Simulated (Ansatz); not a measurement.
Ansatz input file:

```yaml
crystal:
  lattice:
    - [0.0, 2.75, 2.75]
    - [2.75, 0.0, 2.75]
    - [2.75, 2.75, 0.0]
  atoms:
    - { symbol: Ba, position: [0.0, 0.0, 0.0] }
    - { symbol: O, position: [0.5, 0.5, 0.5] }
basis:
  ecutwfc: 420
kpoints:
  mp_grid: { grid: [6, 6, 6] }
hamiltonian:
  xc: pbe
scf:
  occupations: { method: gaussian, width: 0.1 }
output:
  forces: true
  stress: true
  eigenvalues: true
```

Command:
```bash
ansatz run input.yaml --threads 1 --pin off --max-ram 2560MiB --backend cpu --events-out ev --progress --plain --runs-dir out
```

The calculation used DFT PBE, scalar-relativistic, plane waves, PAW (Ansatz).

Abridged output:

```
Pseudopotentials: kind: paw
Pseudopotential: Ba, paw, valence charge 10, recommended cutoff 420 eV (normal)
Pseudopotential: O, paw, valence charge 6, recommended cutoff 420 eV (normal)
Functional definition: PBE
Crystal: 2 atoms, lattice volume = 41.594 Å³
Basis set: ecut = 420 eV, 869 PW (Γ), exchange–correlation on 54×54×54 points (8 copies of the dense FFT grid, shifted against one another)
Bands: 12, of which v1, the nominal top of the filled ones, is band 8 counted from 1 (7 counted from 0)
Symmetry: 48 space group operations
Space group: Fm-3m (ITA 225), of the structure as read, at distance tolerance 3.5e-5 Å
k-points: 16 of 216
Initial density: superposition of atomic densities (neutral atoms: chi_scale 0, normalization atom), corrected by the library's trained network
Initial wavefunctions: pseudopotential atomic-orbital guess
Functional: x = pbe(κ = 0.804, μ = 0.21951497), c = pbe(β = 0.06672455)
SCF iter   1: F=—  HF=-6519.530359 eV  |F-HF|=—  |Δ(HF+E_count)|=         —  Δρ=5.57e-4  dr2=4.53e-5  ethr=1.77e-3  ⟨swp⟩=7.8  Hψ=1517  notcnv=0
SCF iter   2: F=—  HF=-6519.530708 eV  |F-HF|=—  |Δ(HF+E_count)|=   3.49e-4  Δρ=9.48e-4  dr2=4.62e-4  ethr=2.83e-7  ⟨swp⟩=2.7  Hψ=483  notcnv=0
SCF iter   3: F=—  HF=-6519.530686 eV  |F-HF|=—  |Δ(HF+E_count)|=   2.20e-5  Δρ=5.04e-4  dr2=1.39e-4  ethr=2.83e-7  ⟨swp⟩=2.1  Hψ=242  notcnv=0
SCF iter   4: F=—  HF=-6519.530723 eV  |F-HF|=—  |Δ(HF+E_count)|=   3.67e-5  Δρ=1.98e-4  dr2=1.84e-5  ethr=2.83e-7  ⟨swp⟩=2.0  Hψ=304  notcnv=0
SCF iter   5: F=—  HF=-6519.530720 eV  |F-HF|=—  |Δ(HF+E_count)|=   2.82e-6  Δρ=9.76e-5  dr2=4.77e-6  ethr=1.15e-7  ⟨swp⟩=1.0  Hψ=192  notcnv=0
SCF iter   6: F=—  HF=-6519.530719 eV  |F-HF|=—  |Δ(HF+E_count)|=   7.92e-7  Δρ=3.51e-5  dr2=6.52e-7  ethr=2.98e-8  ⟨swp⟩=1.9  Hψ=215  notcnv=0
SCF iter   7: F=-6519.530719 eV  HF=-6519.530719 eV  |F-HF|=4.17e-8  |Δ(HF+E_count)|=   1.07e-7  Δρ=9.39e-6  dr2=4.73e-8  ethr=6.25e-10  ⟨swp⟩=3.6  Hψ=806  notcnv=0
SCF 1 converged in 7 iterations: F = -6519.530719 eV  dr2 = 4.73e-8
SCF converged after 7 iterations
Free energy (F): -6519.530719 eV
Harris-Foulkes:  -6519.530719 eV  (|F-HF|=4.17e-8)
Internal energy: -6519.530719 eV  (E = F + TS)
E sigma→0 (E₀):  -6519.530719 eV
Fermi energy:    9.867300 eV
--- Per-component energies (eV) ---
  E_band       = -10.470182
  E_kinetic    = 345.769860
  E_local      = -552.966234  (includes V_loc(G=0)·N_el)
  E_nonlocal   = 105.121652
  E_hartree    = 197.721384
  E_xc         = -244.250422
  E_vxc        = -232.891162  (∫ρ·V_xc dr)
  E_paw        = -5383.494369  (= ΣΔE_a)
  E_vpaw       = -70.944797  (= ΣTr[D̂ρ^β])
  E_aug_tail   = 0.002401  (compensation charges beyond the density's cutoff)
  E_ewald      = -987.434990
  E_smearing   =  0.000000  (= −TS)
--- Forces (eV/Å), atoms counted from 1 ---
  atom   1  Ba     0.00000000     0.00000000     0.00000000
  atom   2  O      0.00000000     0.00000000     0.00000000
--- Stress (GPa, compression-positive) ---
        3.020991       0.000000       0.000000
        0.000000       3.020991       0.000000
        0.000000       0.000000       3.020991
  P = ⅓ Tr σ = 3.0210 GPa (30.210 kbar)
--- Band table (eV; the first three rows and the last of 16) ---
  k-point 0: bands = ["-16.9345", "-6.2004", "-1.4102", "-1.4102", "-1.4102", "8.3680", "8.3680", "8.3680", "12.5709", "13.6143", "13.6143", "13.6143"]
  k-point 1: bands = ["-16.8664", "-6.3941", "-1.4779", "-1.4421", "-1.4421", "7.8686", "8.0621", "8.0621", "13.2454", "13.7370", "14.0820", "14.0820"]
  k-point 2: bands = ["-16.7246", "-6.7838", "-1.6004", "-1.5040", "-1.5040", "7.1287", "7.5387", "7.5387", "13.4515", "15.2610", "15.2610", "15.7560"]
  k-point 15: bands = ["-16.5715", "-6.5615", "-2.7711", "-2.2977", "-1.6251", "7.7190", "8.5899", "8.7519", "12.1050", "14.9337", "15.6882", "18.1894"]
```

The calculation finished and met its thresholds.

It took 0.54 s on 1 thread of Intel(R) Xeon(R) 6975P-C (Granite Rapids) (shared host), peak memory 0.34 GiB.

The k mesh is coarse.